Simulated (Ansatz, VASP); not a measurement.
## Cross-check of SnAs between VASP and Ansatz

Aim: how closely do two programs agree when they are given the same cell, functional and k mesh? The cell is taken from a series of runs on this material, whose earlier steps may have relaxed, scaled, displaced or heated it; both programs get it as it stands.

Main program and level: Ansatz 0.2.0; plane waves, with VASP 6.6.1 beside it; elastic constants at LDA.

## Step 1: The structure

Symmetry: Fm-3m, No. 225, cubic system. Conventional cell: a = 5.657 Å, b = 5.657 Å, c = 5.657 Å, α = 90.00°, β = 90.00°, γ = 90.00°. Nearest to Sn lie 6 As at 2.83 Å. Nearest to As lie 6 Sn at 2.83 Å. Farther neighbours are not listed.

## Step 2: VASP: elastic constants, LDA

Elastic constants are differences of stresses under small strains, so they test the stress and the mesh.

Lines of VASP's logs that name or quote its potential files are left out, and so is its time.

Input file INCAR:

```
SYSTEM = SnAs
PREC = Accurate
ENCUT = 500
EDIFF = 1E-08
NELM = 120
ISMEAR = 1
SIGMA = 0.25
LREAL = .FALSE.
ALGO = Normal
GGA = CA
NBANDS = 15
LORBIT = 11
LWAVE = .FALSE.
LCHARG = .FALSE.
ISIF = 3
IBRION = 6
NFREE = 2
POTIM = 0.015
NSW = 1
LASPH = .TRUE.
GGA_COMPAT = .FALSE.
KPAR = 2
```

Input file POSCAR:

```
SnAs
1.0
    0.0000000000      2.8285157000      2.8285157000
    2.8285157000      0.0000000000      2.8285157000
    2.8285157000      2.8285157000      0.0000000000
Sn As
1 1
Direct
    0.5000000000      0.5000000000      0.5000000000
    0.0000000000      0.0000000000      0.0000000000
```

Input file KPOINTS:

```
Automatic mesh
0
Gamma
4 4 4
0 0 0
```

The projector-augmented-wave data sets are Sn_d and As (LDA family, release 64).

Command:

```bash
mpirun -np 2 vasp_std
```

Numbers of over 12 decimals in the logs are rounded to 6 here.

What it wrote:

```text
[banner, memory and clock lines left out]
running    2 mpi-ranks, on    1 nodes
 distrk:  each k-point on    1 cores,    2 groups
 distr:  one band on    1 cores,    1 groups

 POSCAR found type information on POSCAR SnAs
 POSCAR found :  2 types and       2 ions
 LDA part: xc-table for (Slater(with rela. corr.)+CA(PZ))
 , standard interpolation
 POSCAR, INCAR and KPOINTS ok, starting setup
 FFT: planning ... GRIDC
 FFT: planning ... GRID_SOFT
 FFT: planning ... GRID
 WAVECAR not read
 entering main loop
       N       E                     dE             d eps       ncg     rms          rms(c)
DAV:   1     0.105838412271E+03    0.10584E+03   -0.90188E+03   240   0.154E+03
DAV:   2    -0.201767841028E+01   -0.10786E+03   -0.10410E+03   247   0.345E+02
DAV:   3    -0.100515899485E+02   -0.80339E+01   -0.78596E+01   324   0.822E+01
DAV:   4    -0.102154308896E+02   -0.16384E+00   -0.16382E+00   268   0.133E+01
DAV:   5    -0.102199615511E+02   -0.45307E-02   -0.45306E-02   339   0.213E+00    0.297E+00
DAV:   6    -0.100981930043E+02    0.12177E+00   -0.20765E-01   344   0.457E+00    0.175E+00
DAV:   7    -0.100834529882E+02    0.14740E-01   -0.53969E-02   320   0.170E+00    0.554E-01
DAV:   8    -0.100816804146E+02    0.17726E-02   -0.47393E-03   324   0.803E-01    0.712E-02
DAV:   9    -0.100816485657E+02    0.31849E-04   -0.30804E-04   296   0.205E-01    0.670E-02
DAV:  10    -0.100816498533E+02   -0.12876E-05   -0.24860E-05   332   0.399E-02    0.288E-02
DAV:  11    -0.100816487996E+02    0.10537E-05   -0.49615E-06   343   0.248E-02    0.816E-03
DAV:  12    -0.100816487646E+02    0.35020E-07   -0.12362E-06   310   0.168E-02    0.282E-03
DAV:  13    -0.100816487486E+02    0.16039E-07   -0.57530E-08   289   0.287E-03    0.130E-03
DAV:  14    -0.100816487422E+02    0.63919E-08   -0.33325E-08   289   0.209E-03
   1 F= -.10081649E+02 E0= -.10081484E+02  d E =-.493030E-03
[... from here on, the cycles between the ionic steps are left out ...]
   2 F= -.10076488E+02 E0= -.10076795E+02  d E =0.923143E-03
   3 F= -.10073953E+02 E0= -.10073955E+02  d E =0.556935E-05
   9 F= -.10080406E+02 E0= -.10080520E+02  d E =0.341836E-03
  10 F= -.10080406E+02 E0= -.10080520E+02  d E =0.341960E-03
  11 F= -.10080406E+02 E0= -.10080520E+02  d E =0.341802E-03
  12 F= -.10080406E+02 E0= -.10080520E+02  d E =0.341959E-03
  13 F= -.10080406E+02 E0= -.10080520E+02  d E =0.341840E-03
  14 F= -.10081456E+02 E0= -.10081311E+02  d E =-.434388E-03
  15 F= -.10081456E+02 E0= -.10081311E+02  d E =-.434272E-03
  16 F= -.10081456E+02 E0= -.10081312E+02  d E =-.434312E-03
 Finite differences progress:
  Degree of freedom:   8/  8
  Displacement:        1/  2
  Total:              15/ 16
 bond charge predicted
       N       E                     dE             d eps       ncg     rms          rms(c)
DAV:   1    -0.100805446511E+02    0.91166E-03   -0.36881E-01   418   0.242E+00    0.127E-01
DAV:   2    -0.100815161089E+02   -0.97146E-03   -0.11450E-02   432   0.584E-01    0.496E-02
DAV:   3    -0.100814618300E+02    0.54279E-04   -0.12283E-04   474   0.765E-02    0.194E-02
DAV:   4    -0.100814567177E+02    0.51122E-05   -0.20932E-05   467   0.268E-02    0.520E-03
DAV:   5    -0.100814562973E+02    0.42042E-06   -0.25966E-06   439   0.104E-02    0.945E-04
DAV:   6    -0.100814563132E+02   -0.15867E-07   -0.19635E-07   503   0.310E-03    0.481E-04
DAV:   7    -0.100814563145E+02   -0.13520E-08   -0.96491E-09   385   0.717E-04
  17 F= -.10081456E+02 E0= -.10081312E+02  d E =-.434441E-03
 Finite differences progress:
  Degree of freedom:   8/  8
  Displacement:        2/  2
  Total:              16/ 16
```

From OUTCAR (step 2):

```text
ion  position               nearest neighbor table
   1  0.500  0.500  0.500-   2 2.83   2 2.83   2 2.83   2 2.83   2 2.83   2 2.83
   2  0.000  0.000  0.000-   1 2.83   1 2.83   1 2.83   1 2.83   1 2.83   1 2.83

  LATTYP: Found a face centered cubic cell.
 ALAT       =     5.6570314000

 Subroutine GETGRP returns: Found 48 space group operations
 (whereof 48 operations were pure point group operations)

The static configuration has the point symmetry O_h .

 Found      8 irreducible k-points:

   k-points           NKPTS =      8   k-points in BZ     NKDIM =      8   number of bands    NBANDS=     15

   dimension x,y,z NGX =    30 NGY =   30 NGZ =   30
   dimension x,y,z NGXF=    60 NGYF=   60 NGZF=   60

   ENCUT  =  500.0 eV  36.75 Ry    6.06 a.u.   7.29  7.29  7.29*2*pi/ulx,y,z

   NELECT =      19.0000    total number of electrons

 k-points in reciprocal lattice and weights: Automatic mesh
   0.00000000  0.00000000  0.00000000       0.016
   0.25000000  0.00000000  0.00000000       0.125
   0.50000000  0.00000000  0.00000000       0.062
   0.25000000  0.25000000  0.00000000       0.094
   0.50000000  0.25000000  0.00000000       0.375
  -0.25000000  0.25000000  0.00000000       0.188
   0.50000000  0.50000000  0.00000000       0.047
  -0.25000000  0.50000000  0.25000000       0.094

 average (electrostatic) potential at core
       1 -99.5152       2 -50.5753

 E-fermi :   6.7986

 k-point     1 :       0.0000    0.0000    0.0000
  band No.  band energies     occupation
    ...
      6      -6.1132      2.00000
      7       4.8153      2.00000
      8       6.2200      2.00510
      9       6.2207      2.00515
     10       6.2207      2.00515
     11      12.8939      0.00000
     12      12.8939      0.00000
     13      12.9015      0.00000
     14      13.4235      0.00000
     15      13.4302      0.00000

 k-point     2 :       0.2500    0.0000    0.0000
  band No.  band energies     occupation
    ...
      5     -14.1484      2.00000
      6      -5.3521      2.00000
      7       1.3665      2.00000
      8       6.3506      2.02948
      9       6.3513      2.02968
     10       8.0515     -0.00000
     11      10.3520     -0.00000
     12      10.3536     -0.00000
     13      10.8309     -0.00000
     14      13.9612      0.00000
    ...

 k-point     3 :       0.5000    0.0000    0.0000
  band No.  band energies     occupation
    ...
      5     -14.1348      2.00000
      6      -3.9037      2.00000
      7      -1.3761      2.00000
      8       6.7373      1.40172
      9       6.7388      1.39279
     10       8.2108     -0.00000
     11       8.6663     -0.00000
     12       8.6680     -0.00000
     13       9.8564     -0.00000
     14      17.3460      0.00000
    ...

  Total        0.0637152      0.0531178      0.0531178      0.0000000     -0.0000000      0.0000000
  in kB        2.2555264      1.8803786      1.8803786      0.0000000     -0.0000000      0.0000000
  external PRESSURE =       2.0054278 kB  Pullay stress =       0.0000000 kB

  energy-cutoff  :      500.00
  volume of cell :       45.26
      direct lattice vectors                 reciprocal lattice vectors
     0.000000000  2.828515700  2.828515700    -0.176771160  0.176771160  0.176771160
     2.828515700  0.000000000  2.828515700     0.176771160 -0.176771160  0.176771160
     2.828515700  2.828515700  0.000000000     0.176771160  0.176771160 -0.176771160

 POSITION                                       TOTAL-FORCE (eV/Angst)
 -----------------------------------------------------------------------------------
      2.82852      2.82852      2.82852        -0.025691      0.000000      0.000000
     -0.01500      0.00000      0.00000         0.025691      0.000000      0.000000
 -----------------------------------------------------------------------------------
    total drift:                                0.000017      0.000000      0.000000

  FREE ENERGIE OF THE ION-ELECTRON SYSTEM (eV)
  ---------------------------------------------------
  free  energy   TOTEN  =       -10.0814563145 eV

  energy  without entropy=      -10.0810218735  energy(sigma->0) =      -10.08131150

  SYMMETRIZED ELASTIC MODULI (kBar)
 Direction    XX          YY          ZZ          XY          YZ          ZX
 --------------------------------------------------------------------------------
 XX        2030.7673    216.6404    216.6404      0.0000      0.0000     -0.0000
 YY         216.6404   2030.7673    216.6404     -0.0000      0.0000     -0.0000
 ZZ         216.6404    216.6404   2030.7673     -0.0000     -0.0000     -0.0000
 XY           0.0000     -0.0000     -0.0000    394.3392      0.0000      0.0000
 YZ           0.0000      0.0000     -0.0000      0.0000    394.3392      0.0000
 ZX          -0.0000     -0.0000     -0.0000      0.0000      0.0000    394.3392
 --------------------------------------------------------------------------------

 Eigenvectors and eigenvalues of the dynamical matrix
 ----------------------------------------------------

   1 f  =    3.018568 THz    18.966219 2PiTHz  100.688576 cm-1    12.483787 meV
             X         Y         Z           dx          dy          dz
      2.828516  2.828516  2.828516     0.082306    0.616506    0.000000
      0.000000  0.000000  0.000000    -0.103619   -0.776150    0.000000

   2 f  =    3.018568 THz    18.966219 2PiTHz  100.688576 cm-1    12.483787 meV
             X         Y         Z           dx          dy          dz
      2.828516  2.828516  2.828516     0.616506   -0.082306    0.000000
      0.000000  0.000000  0.000000    -0.776150    0.103619    0.000000

   3 f  =    3.018568 THz    18.966219 2PiTHz  100.688576 cm-1    12.483787 meV
             X         Y         Z           dx          dy          dz
      2.828516  2.828516  2.828516     0.000000    0.000000   -0.621976
      0.000000  0.000000  0.000000     0.000000    0.000000    0.783036

   4 f/i=    0.000235 THz     0.001478 2PiTHz    0.007848 cm-1     0.000973 meV
             X         Y         Z           dx          dy          dz
      2.828516  2.828516  2.828516     0.000000    0.000000    0.783036
      0.000000  0.000000  0.000000     0.000000    0.000000    0.621976

   5 f/i=    0.000235 THz     0.001478 2PiTHz    0.007848 cm-1     0.000973 meV
             X         Y         Z           dx          dy          dz
      2.828516  2.828516  2.828516     0.734436    0.271570    0.000000
      0.000000  0.000000  0.000000     0.583372    0.215711    0.000000

   6 f/i=    0.000235 THz     0.001478 2PiTHz    0.007848 cm-1     0.000973 meV
             X         Y         Z           dx          dy          dz
      2.828516  2.828516  2.828516    -0.271570    0.734436    0.000000
      0.000000  0.000000  0.000000    -0.215711    0.583372    0.000000

 ELASTIC MODULI CONTR FROM IONIC RELAXATION (kBar)
 Direction    XX          YY          ZZ          XY          YZ          ZX
 --------------------------------------------------------------------------------
 XX           0.0000      0.0000      0.0000      0.0000      0.0000      0.0000
 YY           0.0000      0.0000      0.0000      0.0000      0.0000      0.0000
 ZZ           0.0000      0.0000      0.0000      0.0000      0.0000      0.0000
 XY           0.0000      0.0000      0.0000      0.0000      0.0000      0.0000
 YZ           0.0000      0.0000      0.0000      0.0000      0.0000      0.0000
 ZX           0.0000      0.0000      0.0000      0.0000      0.0000      0.0000
 --------------------------------------------------------------------------------

 TOTAL ELASTIC MODULI (kBar)
 Direction    XX          YY          ZZ          XY          YZ          ZX
 --------------------------------------------------------------------------------
 XX        2030.7673    216.6404    216.6404      0.0000      0.0000     -0.0000
 YY         216.6404   2030.7673    216.6404     -0.0000      0.0000     -0.0000
 ZZ         216.6404    216.6404   2030.7673     -0.0000     -0.0000     -0.0000
 XY           0.0000     -0.0000     -0.0000    394.3392      0.0000      0.0000
 YZ           0.0000      0.0000     -0.0000      0.0000    394.3392      0.0000
 ZX          -0.0000     -0.0000     -0.0000      0.0000      0.0000    394.3392
 --------------------------------------------------------------------------------

 total charge
# of ion       s       p       d       tot
------------------------------------------
    1        1.238   0.983  10.023  12.243
    2        1.257   1.490   0.035   2.782
--------------------------------------------------
tot          2.494   2.472  10.058  15.025

[... 3 further parts left out ...]
```

CONTCAR:

```
SnAs
   1.00000000000000
     0.0000000000000000    2.8285157000000001    2.8285157000000001
     2.8285157000000001    0.0000000000000000    2.8285157000000001
     2.8285157000000001    2.8285157000000001    0.0000000000000000
  Sn              As
     1     1
Direct
     0.5000000000000000    0.5000000000000000    0.5000000000000000
     0.0026515673927495   -0.0026515673927495   -0.0026515673927495
```

The k-mesh is coarse for a metal.

Levels, forces or a CONTCAR printed for this step are those of its last displaced cell, not of the structure at rest.

[end of part 1 of 2]

[Lines on the potential files, build, host, timing and source positions are cut from VASP's logs without a mark.]

[Logs are printed without paths, hosts, clocks, repeated set-up lines and the standing remarks that a program may print on its own settings, such as how far it seeks lower states.]

[Hosts, paths, dates, database ids (printed as entryN), source tags and the programs' standing remarks are cut or masked in the printed files.]
